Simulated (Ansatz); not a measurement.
TiC: strain energy, fitted

TiC, Fm-3m, a = 4.293 Å. Ansatz: PBEsol, PAW, 420 eV, Γ-centred 14×14×10 mesh on 4 atoms, Gaussian smearing 0.10 eV; no spin polarisation. Series: strain along c alone, the other axes held, atoms fixed by symmetry; x is the strain in per cent. The axes a, b, c are those of the computed cell (3.036, 3.036, 4.293 Å), along [1 1 0], [-1 1 0], [0 0 1] of the cell named above. y is the free energy over the unstrained cell, V0 = 9.892 Å³/atom.

| x (%) | y (meV/atom) |
| --- | --- |
| -6.0 | 76.48 |
| -4.0 | 31.33 |
| -2.0 | 7.16 |
| 0.0 | 0.00 |
| 2.0 | ? |
| 4.0 | 23.90 |
| 6.0 | 49.90 |

Question: Fit y = c2 x² + c3 x³ to the other rows, turn c2 into a modulus, and predict the missing energy.

Answer: Least squares on the rows shown. y = 1.7500 x² − 0.061221 x³. In eV per unit strain² c2 is 17.50; this is C33 with relaxed ions (E = ½ C33 V0 ε²): 2 × 17.50 × 160.2 / (9.892) = 567 GPa. The unstrained cell keeps some stress along the strain, worth a slope of 0.09 meV/atom per %, which the form leaves out. At x = 2.0 the fit asked for gives 6.51 meV/atom. The run gave 6.50 meV/atom, so the fit is 0.01 meV/atom too high, within the rms miss on the fitted rows (0.34 meV/atom).